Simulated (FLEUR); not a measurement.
# CdSe: band structure with revPBE

The system is CdSe.

```xyz
2
Lattice="0.0000 3.0703 3.0703 3.0703 0.0000 3.0703 3.0703 3.0703 0.0000" Properties=species:S:1:pos:R:3 pbc="T T T"
Cd    0.0000    0.0000    0.0000
Se    1.5351    1.5351    1.5351
```

Measurements of this composition are mostly on another form, of space group No. 186.

* Program: FLEUR MaX-R8.1 (later development tree)
* Task: band structure
* Functional: revPBE
* Potentials or basis: all-electron
* Basis: FLAPW
* Kmax: 4.58 1/bohr
* k mesh: 8 × 8 × 8
* Occupations: fermi-dirac, width 0.05 eV
* Spin: no spin polarisation
* Gmax: 14.2 1/bohr
* Muffin-tin radii: Cd 2.52, Se 2.14 bohr
* lmax: Cd 10, Se 9
* Local orbitals a species: Cd 5, Se 4
* Max iterations: 60
* Mixing factor: 0.05
* Mixer: Anderson
* Mixer history: 15
* Density convergence: 1e-05 me/bohr^3

* Band gap on the k mesh: 0.68 eV, direct
* Band gap along the path: 0.68 eV, direct
* Valence electrons inside the program's atomic spheres: Cd 18.46; Se 13.72 (radii Cd 2.52, Se 2.14 bohr)

Levels at the corners of the path, in eV from the valence-band top:
```tsv
point	band 15	band 16	band 17	band 18	band 19	band 20	band 21	band 22
Γ	-7.50	0.00	0.00	0.00	0.68	6.00	6.00	6.00
X	-7.16	-3.91	-1.74	-1.74	3.34	3.81	9.12	10.14
W	-7.05	-3.81	-2.10	-2.06	4.96	5.34	6.52	7.74
K	-7.09	-3.84	-2.36	-1.42	3.82	5.18	8.34	8.58
Γ	-7.50	0.00	0.00	0.00	0.68	6.00	6.00	6.00
L	-7.23	-4.17	-0.70	-0.70	2.46	6.51	6.51	7.48
U	-7.09	-3.84	-2.36	-1.42	3.82	5.18	8.34	8.58
W	-7.05	-3.81	-2.10	-2.06	4.96	5.34	6.52	7.74
L	-7.23	-4.17	-0.70	-0.70	2.46	6.51	6.51	7.48
K	-7.09	-3.84	-2.36	-1.42	3.82	5.18	8.34	8.58
U	-7.09	-3.84	-2.36	-1.42	3.82	5.18	8.34	8.58
X	-7.16	-3.91	-1.74	-1.74	3.34	3.81	9.12	10.14
```

Core levels (eV from the Fermi level):
```tsv
atom	levels
1 Cd	1s1/2 -26507.1, 2s1/2 -3930.9, 2p1/2 -3658.8, 2p3/2 -3466.3, 3s1/2 -729.6, 3p1/2 -620.6, 3p3/2 -586.2, 3d3/2 -393.5, 3d5/2 -386.5
2 Se	1s1/2 -12495.6, 2s1/2 -1600.4, 2p1/2 -1434.8, 2p3/2 -1393.0, 3s1/2 -207.3, 3p1/2 -150.7, 3p3/2 -144.9
```

Wall time 4 min on 1 thread of Arm Neoverse V1 (shared host), peak memory 0.08 GiB.

Expect the measured gap to be larger: semilocal functionals such as revPBE lack the derivative discontinuity.
